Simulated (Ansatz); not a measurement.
Take ZrO$_{2}$ in the fluorite structure (space group Fm-3m, No. 225; a = 5.116 Å) as the base. Axes: x, y, z lie along the cube axes.

Calculations: DFT with PBE, PAW potentials and a 420 eV plane-wave cutoff in Ansatz (a quantum-chemistry and plane-wave program), spin-orbit coupling left out, earlier PAW set.

Perturbation: every lattice vector is shortened by 1.38 %; the atoms relax in the strained cell.

Task: Predict the stress tensor and what it implies for the stiffness.

Result: Stress of the strained cell less that of the base (GPa, compression positive):
```
  10.74    0.00    0.00
   0.00   10.74    0.00
   0.00    0.00   10.74
```

Then B = −ΔP/(ΔV/V₀) with ΔV/V₀ = -0.0408 gives secant stiffness values (nonlinear terms included at this strain): B ≈ 263 GPa.

As a check, the harmonic strain energy −½ V₀ Δσ:ε is 15 meV/atom; the computed energy rise is 15 meV/atom.

No phonon test of stability was made. This is not the structure that ZrO2 has at room temperature and ambient pressure.
